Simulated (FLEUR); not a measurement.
# Ta (P6_3/mmc) in FLEUR: a series of runs

One crystal, Ta, is run at these levels: SCAN, TPSS; tasks: band structure.

Everything below comes from runs of FLEUR MaX-R8.1 (later development tree). Logs are shortened: lines on timing, memory, paths and dates and some standing lists are left out, and cuts for length are marked.

## Step 1: Starting point

Symmetry: P6_3/mmc, No. 194, hexagonal system. The conventional cell has a = 2.900 Å, b = 2.900 Å, c = 5.166 Å, α = 90.00°, β = 90.00°, γ = 120.00°. Ta (site symmetry -6m2) is surrounded by 12 Ta at 2.90 to 3.08 Å.

This isn't the form of Ta at room conditions, which is bcc.

## Step 2: Band structure, SCAN

inp.xml reads:

```xml
<?xml version="1.0" encoding="UTF-8" standalone="no"?>
<fleurInput fleurInputVersion="0.39">
   <comment>
      Ta                                                                                                  
   </comment>
   <calculationSetup>
      <cutoffs Kmax="4.1" Gmax="12.7" GmaxXC="12.7" numbands="0"/>
      <scfLoop itmax="80" minDistance="0.0001" maxIterBroyd="30" imix="Anderson" alpha="0.05" precondParam="0.0" spinf="2.0" sdNocoIR="T"/>
      <coreElectrons ctail="F" frcor="F" kcrel="0" coretail_lmax="0"/>
      <xcFunctional name="LibXC" relativisticCorrections="F">
         <LibXCName exchange="mgga_x_scan" correlation="mgga_c_scan"/>
         <AuxGGA exchange="117" correlation="130"/>
      </xcFunctional>
      <magnetism jspins="1"/>
      <soc l_soc="F" theta="0.0" phi="0.0" spav="F"/>
      <expertModes spex="0" secvar="F"/>
      <geometryOptimization l_f="F" forcealpha="1.0" forcemix="BFGS" epsdisp="0.00001" epsforce="0.00001"/>
      <ldaU l_linMix="F" mixParam="0.05" spinf="1.0"/>
   </calculationSetup>
   <cell>
      <bzIntegration valenceElectrons="54.0" mode="hist" fermiSmearingEnergy="0.00183747">
         <kPointListSelection listName="default-1"/>
         <!-- k-points included here -->
         <xi:include xmlns:xi="http://www.w3.org/2001/XInclude" href="kpts.xml"> </xi:include>
      </bzIntegration>
      <!-- symmetry operations included here -->
      <xi:include xmlns:xi="http://www.w3.org/2001/XInclude" href="sym.xml"> </xi:include>
      <bulkLattice scale="1.0">
         <bravaisMatrix>
            <row-1>    5.4809088766524683     0.0000000000000000     0.0000000000000000</row-1>
            <row-2>   -2.7404544383262341     4.7466063230114566     0.0000000000000000</row-2>
            <row-3>    0.0000000000000000     0.0000000000000000     9.7628429446417382</row-3>
         </bravaisMatrix>
      </bulkLattice>
   </cell>
   <atomSpecies>
      <species name="Tantalum (Ta)" element="Ta" atomicNumber="73">
         <mtSphere radius="2.51" gridPoints="839" logIncrement="0.016"/>
         <atomicCutoffs lmax="10" lnonsphr="10"/>
         <electronConfig flipSpins="F">
            <coreConfig>(1s1/2) (2s1/2) (2p1/2) (2p3/2) (3s1/2) (3p1/2) (3p3/2) (4s1/2) (3d3/2) (3d5/2) (4p1/2) (4p3/2) (4d3/2) (4d5/2)</coreConfig>
            <valenceConfig>(5s1/2) (5p1/2) (5p3/2) (6s1/2) (4f5/2) (4f7/2) (5d3/2) (5d5/2)</valenceConfig>
            <stateOccupation state="(5d3/2)" spinUp="0.600000" spinDown="0.600000"/>
            <stateOccupation state="(5d5/2)" spinUp="0.900000" spinDown="0.900000"/>
         </electronConfig>
         <energyParameters s="6" p="6" d="5" f="4"/>
         <lo type="SCLO" l="0" n="5" eDeriv="0"/>
         <lo type="SCLO" l="1" n="5" eDeriv="0"/>
         <lo type="SCLO" l="2" n="5" eDeriv="2"/>
         <lo type="SCLO" l="3" n="4" eDeriv="2"/>
      </species>
   </atomSpecies>
   <atomGroups>
      <atomGroup species="Tantalum (Ta)">
         <relPos label="                   1">1.000/3.000 -1.000/3.000 1.000/4.000</relPos>
         <relPos label="                   2">-1.000/3.000 1.000/3.000 -1.000/4.000</relPos>
         <force calculate="T" relaxXYZ="TTT"/>
      </atomGroup>
   </atomGroups>
   <output dos="F" band="F" slice="F">
      <checks vchk="F" cdinf="F"/>
      <bandDOS minEnergy="-.5*Htr" maxEnergy="0.5*Htr" sigma="0.015" storeEVData="T"/>
      <vacuumDOS vacdos="F" integ="F" star="F" nstars="0" locx1="0.0" locy1="0.0" locx2="0.0" locy2="0.0" nstm="0" tworkf="0.0"/>
      <unfoldingBand unfoldBand="F" supercellX="1" supercellY="1" supercellZ="1"/>
      <plotting iplot="0" polar="F">
         <plot TwoD="T" vec1="  1.0  0.0  0.0" vec2="  0.0  1.0  0.0" vec3="  0.0  0.0  1.0" zero="  0.0  0.0  0.0" file="plot"/>
      </plotting>
      <chargeDensitySlicing numkpt="0" minEigenval="0.0" maxEigenval="0.0" nnne="0" pallst="F"/>
      <specialOutput eonly="F"/>
      <moessbauerParams electricFieldGradient="T" isomerShift="T" coreHyperfine="T" valenceHyperfine="T"/>
      <magneticCircularDichroism mcd="F" energyLo="-10.0" energyUp="0.0"/>
   </output>
  <!-- We include the file relax.xml here to enable relaxations (see documentation) -->
  <xi:include xmlns:xi="http://www.w3.org/2001/XInclude" href="relax.xml"> <xi:fallback/> </xi:include>
</fleurInput>
```

crystal.txt reads:

```
Ta
&input cartesian=F /
2.9003720726  0.0000000000  0.0000000000
-1.4501860363  2.5117958953  0.0000000000
0.0000000000  0.0000000000  5.1662740000
1.8897261246
1.0 1.0 1.0

2
73 0.3333333334  0.6666666668  0.2500000000
73 0.6666666668  0.3333333334  0.7500000000

&kpt div1=11 div2=11 div3=5 gamma=T /
```

inp.xml (bands) reads:

```
<?xml version="1.0" encoding="UTF-8" standalone="no"?>
<fleurInput fleurInputVersion="0.39">
   <comment>
      Ta                                                                                                  
   </comment>
   <calculationSetup>
      <cutoffs Kmax="4.1" Gmax="12.7" GmaxXC="12.7" numbands="0"/>
      <scfLoop itmax="80" minDistance="0.0001" maxIterBroyd="30" imix="Anderson" alpha="0.05" precondParam="0.0" spinf="2.0" sdNocoIR="T"/>
      <coreElectrons ctail="F" frcor="F" kcrel="0" coretail_lmax="0"/>
      <xcFunctional name="LibXC" relativisticCorrections="F">
         <LibXCName exchange="mgga_x_scan" correlation="mgga_c_scan"/>
         <AuxGGA exchange="117" correlation="130"/>
      </xcFunctional>
      <magnetism jspins="1"/>
      <soc l_soc="F" theta="0.0" phi="0.0" spav="F"/>
      <expertModes spex="0" secvar="F"/>
      <geometryOptimization l_f="F" forcealpha="1.0" forcemix="BFGS" epsdisp="0.00001" epsforce="0.00001"/>
      <ldaU l_linMix="F" mixParam="0.05" spinf="1.0"/>
   </calculationSetup>
   <cell>
      <bzIntegration valenceElectrons="54.0" mode="hist" fermiSmearingEnergy="0.00183747">
         <kPointListSelection listName="path-1"/>
         <!-- k-points included here -->
         <xi:include xmlns:xi="http://www.w3.org/2001/XInclude" href="kpts.xml"> </xi:include>
      </bzIntegration>
      <!-- symmetry operations included here -->
      <xi:include xmlns:xi="http://www.w3.org/2001/XInclude" href="sym.xml"> </xi:include>
      <bulkLattice scale="1.0">
         <bravaisMatrix>
            <row-1>    5.4809088766524683     0.0000000000000000     0.0000000000000000</row-1>
            <row-2>   -2.7404544383262341     4.7466063230114566     0.0000000000000000</row-2>
            <row-3>    0.0000000000000000     0.0000000000000000     9.7628429446417382</row-3>
         </bravaisMatrix>
      </bulkLattice>
   </cell>
   <atomSpecies>
      <species name="Tantalum (Ta)" element="Ta" atomicNumber="73">
         <mtSphere radius="2.51" gridPoints="839" logIncrement="0.016"/>
         <atomicCutoffs lmax="10" lnonsphr="10"/>
         <electronConfig flipSpins="F">
            <coreConfig>(1s1/2) (2s1/2) (2p1/2) (2p3/2) (3s1/2) (3p1/2) (3p3/2) (4s1/2) (3d3/2) (3d5/2) (4p1/2) (4p3/2) (4d3/2) (4d5/2)</coreConfig>
            <valenceConfig>(5s1/2) (5p1/2) (5p3/2) (6s1/2) (4f5/2) (4f7/2) (5d3/2) (5d5/2)</valenceConfig>
            <stateOccupation state="(5d3/2)" spinUp="0.600000" spinDown="0.600000"/>
            <stateOccupation state="(5d5/2)" spinUp="0.900000" spinDown="0.900000"/>
         </electronConfig>
         <energyParameters s="6" p="6" d="5" f="4"/>
         <lo type="SCLO" l="0" n="5" eDeriv="0"/>
         <lo type="SCLO" l="1" n="5" eDeriv="0"/>
         <lo type="SCLO" l="2" n="5" eDeriv="2"/>
         <lo type="SCLO" l="3" n="4" eDeriv="2"/>
      </species>
   </atomSpecies>
   <atomGroups>
      <atomGroup species="Tantalum (Ta)">
         <relPos label="                   1">1.000/3.000 -1.000/3.000 1.000/4.000</relPos>
         <relPos label="                   2">-1.000/3.000 1.000/3.000 -1.000/4.000</relPos>
         <force calculate="T" relaxXYZ="TTT"/>
      </atomGroup>
   </atomGroups>
   <output dos="F" band="T" slice="F">
      <checks vchk="F" cdinf="F"/>
      <bandDOS minEnergy="-.5*Htr" maxEnergy="0.5*Htr" sigma="0.015" storeEVData="T"/>
      <vacuumDOS vacdos="F" integ="F" star="F" nstars="0" locx1="0.0" locy1="0.0" locx2="0.0" locy2="0.0" nstm="0" tworkf="0.0"/>
      <unfoldingBand unfoldBand="F" supercellX="1" supercellY="1" supercellZ="1"/>
      <plotting iplot="0" polar="F">
         <plot TwoD="T" vec1="  1.0  0.0  0.0" vec2="  0.0  1.0  0.0" vec3="  0.0  0.0  1.0" zero="  0.0  0.0  0.0" file="plot"/>
      </plotting>
      <chargeDensitySlicing numkpt="0" minEigenval="0.0" maxEigenval="0.0" nnne="0" pallst="F"/>
      <specialOutput eonly="F"/>
      <moessbauerParams electricFieldGradient="T" isomerShift="T" coreHyperfine="T" valenceHyperfine="T"/>
      <magneticCircularDichroism mcd="F" energyLo="-10.0" energyUp="0.0"/>
   </output>
  <!-- We include the file relax.xml here to enable relaxations (see documentation) -->
  <xi:include xmlns:xi="http://www.w3.org/2001/XInclude" href="relax.xml"> <xi:fallback/> </xi:include>
</fleurInput>
```

Potentials or basis: all-electron, FLAPW.

Run with:

```
$ inpgen -f crystal.txt -profile fastHighL
$ # inp.xml edited to the form shown
$ fleur_MPI
$ fleur_MPI   # second run, on inp.xml (bands)
```

The program printed:

```text
Welcome to FLEUR        (www.flapw.de)
      MaX-Release 8.1          (www.max-centre.eu)
 func_ids         267         263         267         263
 MetaGGA potential functional detected - V_tau will be computed
 Auxiliary Potential for radial basis: exchange=         117  correlation=         130
The functional 'SCAN exchange of Sun, Ruzsinszky, and Perdew' is an exchange functional, it belongs to the 'MGGA' family and is defined in the reference(s):
[1] J. Sun, A. Ruzsinszky, and J. P. Perdew.,  Phys. Rev. Lett. 115, 036402 (2015)
The functional 'SCAN correlation of Sun, Ruzsinszky, and Perdew' is a correlation functional, it belongs to the 'MGGA' family and is defined in the reference(s):
[1] J. Sun, A. Ruzsinszky, and J. P. Perdew.,  Phys. Rev. Lett. 115, 036402 (2015)
 Using same functional for VXC and EXC

 ========== k-point set info ==========
 Selected k-point list: default-1
 k-point list type: mesh
 11 x 11 x 5
 Number of k points: 48

 ------------Calculation Setup---------------------------
 Number of MPI-tasks      :            1
 Number of PE/node        :            1
 Number of OMP-threads    :            1
 Most efficient MPI parallelization for:
           1           2           3           4           6           8          12          16          24          48
 Additional eigenvalue parallelization possible
 Number of basis functions:          369
 Approximate size of matrices (H+S) per k-point:         0.002 GB
 --------------------------------------------------------
The functional 'Hammer, Hansen, and Norskov' is an exchange functional, it belongs to the 'GGA' family and is defined in the reference(s):
[1] B. Hammer, L. B. Hansen, and J. K. Nørskov.,  Phys. Rev. B 59, 7413 (1999)
The functional 'Perdew, Burke & Ernzerhof' is a correlation functional, it belongs to the 'GGA' family and is defined in the reference(s):
[1] J. P. Perdew, K. Burke, and M. Ernzerhof.,  Phys. Rev. Lett. 77, 3865 (1996)
[2] J. P. Perdew, K. Burke, and M. Ernzerhof.,  Phys. Rev. Lett. 78, 1396 (1997)
 Using same functional for VXC and EXC
 Using auxiliary GGA potential for the first iteration of MetaGGA calculation.
 Reset of history
 Reset of history
 Iteration:     1   Distance:      53.54880962 me/bohr^3
The functional 'Hammer, Hansen, and Norskov' is an exchange functional, it belongs to the 'GGA' family and is defined in the reference(s):
[1] B. Hammer, L. B. Hansen, and J. K. Nørskov.,  Phys. Rev. B 59, 7413 (1999)
The functional 'Perdew, Burke & Ernzerhof' is a correlation functional, it belongs to the 'GGA' family and is defined in the reference(s):
[1] J. P. Perdew, K. Burke, and M. Ernzerhof.,  Phys. Rev. Lett. 77, 3865 (1996)
[2] J. P. Perdew, K. Burke, and M. Ernzerhof.,  Phys. Rev. Lett. 78, 1396 (1997)
 Using same functional for VXC and EXC
 Iteration:     2   Distance:      50.86106363 me/bohr^3
The functional 'Hammer, Hansen, and Norskov' is an exchange functional, it belongs to the 'GGA' family and is defined in the reference(s):
[1] B. Hammer, L. B. Hansen, and J. K. Nørskov.,  Phys. Rev. B 59, 7413 (1999)
The functional 'Perdew, Burke & Ernzerhof' is a correlation functional, it belongs to the 'GGA' family and is defined in the reference(s):
[1] J. P. Perdew, K. Burke, and M. Ernzerhof.,  Phys. Rev. Lett. 77, 3865 (1996)
[2] J. P. Perdew, K. Burke, and M. Ernzerhof.,  Phys. Rev. Lett. 78, 1396 (1997)
 Using same functional for VXC and EXC
 Iteration:     3   Distance:      48.28611261 me/bohr^3
The functional 'Hammer, Hansen, and Norskov' is an exchange functional, it belongs to the 'GGA' family and is defined in the reference(s):
[1] B. Hammer, L. B. Hansen, and J. K. Nørskov.,  Phys. Rev. B 59, 7413 (1999)
The functional 'Perdew, Burke & Ernzerhof' is a correlation functional, it belongs to the 'GGA' family and is defined in the reference(s):
[1] J. P. Perdew, K. Burke, and M. Ernzerhof.,  Phys. Rev. Lett. 77, 3865 (1996)
[2] J. P. Perdew, K. Burke, and M. Ernzerhof.,  Phys. Rev. Lett. 78, 1396 (1997)
 Using same functional for VXC and EXC
 Iteration:     4   Distance:       5.91808784 me/bohr^3
The functional 'Hammer, Hansen, and Norskov' is an exchange functional, it belongs to the 'GGA' family and is defined in the reference(s):
[1] B. Hammer, L. B. Hansen, and J. K. Nørskov.,  Phys. Rev. B 59, 7413 (1999)
The functional 'Perdew, Burke & Ernzerhof' is a correlation functional, it belongs to the 'GGA' family and is defined in the reference(s):
[1] J. P. Perdew, K. Burke, and M. Ernzerhof.,  Phys. Rev. Lett. 77, 3865 (1996)
[2] J. P. Perdew, K. Burke, and M. Ernzerhof.,  Phys. Rev. Lett. 78, 1396 (1997)
 Using same functional for VXC and EXC
 Iteration:     5   Distance:       2.61468769 me/bohr^3
The functional 'Hammer, Hansen, and Norskov' is an exchange functional, it belongs to the 'GGA' family and is defined in the reference(s):
[... 60 lines left out ...]
 Using same functional for VXC and EXC
 Iteration:    14   Distance:       0.00068539 me/bohr^3
The functional 'Hammer, Hansen, and Norskov' is an exchange functional, it belongs to the 'GGA' family and is defined in the reference(s):
[1] B. Hammer, L. B. Hansen, and J. K. Nørskov.,  Phys. Rev. B 59, 7413 (1999)
The functional 'Perdew, Burke & Ernzerhof' is a correlation functional, it belongs to the 'GGA' family and is defined in the reference(s):
[1] J. P. Perdew, K. Burke, and M. Ernzerhof.,  Phys. Rev. Lett. 77, 3865 (1996)
[2] J. P. Perdew, K. Burke, and M. Ernzerhof.,  Phys. Rev. Lett. 78, 1396 (1997)
 Using same functional for VXC and EXC
 Iteration:    15   Distance:       0.00070085 me/bohr^3
The functional 'Hammer, Hansen, and Norskov' is an exchange functional, it belongs to the 'GGA' family and is defined in the reference(s):
[1] B. Hammer, L. B. Hansen, and J. K. Nørskov.,  Phys. Rev. B 59, 7413 (1999)
The functional 'Perdew, Burke & Ernzerhof' is a correlation functional, it belongs to the 'GGA' family and is defined in the reference(s):
[1] J. P. Perdew, K. Burke, and M. Ernzerhof.,  Phys. Rev. Lett. 77, 3865 (1996)
[2] J. P. Perdew, K. Burke, and M. Ernzerhof.,  Phys. Rev. Lett. 78, 1396 (1997)
 Using same functional for VXC and EXC
 Iteration:    16   Distance:       0.00014465 me/bohr^3
The functional 'Hammer, Hansen, and Norskov' is an exchange functional, it belongs to the 'GGA' family and is defined in the reference(s):
[1] B. Hammer, L. B. Hansen, and J. K. Nørskov.,  Phys. Rev. B 59, 7413 (1999)
The functional 'Perdew, Burke & Ernzerhof' is a correlation functional, it belongs to the 'GGA' family and is defined in the reference(s):
[1] J. P. Perdew, K. Burke, and M. Ernzerhof.,  Phys. Rev. Lett. 77, 3865 (1996)
[2] J. P. Perdew, K. Burke, and M. Ernzerhof.,  Phys. Rev. Lett. 78, 1396 (1997)
 Using same functional for VXC and EXC
 Iteration:    17   Distance:       0.00001808 me/bohr^3

 ********************************************************************
 Run finished successfully
 Stop message:
   all done
 ********************************************************************
```

It took 54 s on 1 thread of Arm Neoverse V2, shared host; peak memory 0.09 GiB.

Results:

```yaml
Free_energy: -850389.9981 eV
Band_gap_along_the_path: none (metal or under the smearing width)
Valence_electrons_inside_the_program's_atomic_spheres: Ta 24.85 (radii Ta 2.51 bohr)
```

Levels at the corners of the path, in eV from the Fermi level:
| point | band 24 | band 25 | band 26 | band 27 | band 28 | band 29 | band 30 | band 31 |
| --- | --- | --- | --- | --- | --- | --- | --- | --- |
| Γ | -5.29 | -0.73 | -0.24 | 0.55 | 0.55 | 1.13 | 1.13 | 3.19 |
| M | -4.05 | -3.43 | -0.57 | -0.32 | 0.42 | 0.97 | 5.91 | 6.72 |
| K | -2.05 | -2.05 | -1.75 | -0.50 | -0.50 | 1.09 | 4.11 | 4.11 |
| Γ | -5.29 | -0.73 | -0.24 | 0.55 | 0.55 | 1.13 | 1.13 | 3.19 |
| A | -6.83 | -1.33 | -1.33 | 0.61 | 0.61 | 0.61 | 0.61 | 4.70 |
| L | -4.56 | -2.39 | -2.39 | 1.46 | 1.46 | 2.79 | 2.79 | 5.73 |
| H | -2.52 | -2.04 | -2.04 | -0.63 | -0.63 | 1.63 | 1.63 | 5.31 |
| A | -6.83 | -1.33 | -1.33 | 0.61 | 0.61 | 0.61 | 0.61 | 4.70 |
| L | -4.56 | -2.39 | -2.39 | 1.46 | 1.46 | 2.79 | 2.79 | 5.73 |
| M | -4.05 | -3.43 | -0.57 | -0.32 | 0.42 | 0.97 | 5.91 | 6.72 |
| K | -2.05 | -2.05 | -1.75 | -0.50 | -0.50 | 1.09 | 4.11 | 4.11 |
| H | -2.52 | -2.04 | -2.04 | -0.63 | -0.63 | 1.63 | 1.63 | 5.31 |

Core levels (eV from the Fermi level):
| atom | levels |
| --- | --- |
| 1 Ta | 1s1/2 -67276.8, 2s1/2 -11546.6, 2p1/2 -11032.6, 2p3/2 -9762.4, 3s1/2 -2640.7, 3p1/2 -2412.8, 3p3/2 -2139.3, 4s1/2 -534.0, 3d3/2 -1755.4, 3d5/2 -1695.8, 4p1/2 -440.0, 4p3/2 -377.1, 4d3/2 -223.0, 4d5/2 -211.5 |
| 2 Ta | 1s1/2 -67276.8, 2s1/2 -11546.6, 2p1/2 -11032.6, 2p3/2 -9762.4, 3s1/2 -2640.7, 3p1/2 -2412.8, 3p3/2 -2139.3, 4s1/2 -534.0, 3d3/2 -1755.4, 3d5/2 -1695.8, 4p1/2 -440.0, 4p3/2 -377.1, 4d3/2 -223.0, 4d5/2 -211.5 |

Caveat: the meta-GGA is that of a development version, with a GGA for the radial functions and cores and without core tails; spin-orbit coupling is left out, which moves the levels of the heavy elements.

[end of part 1 of 2]
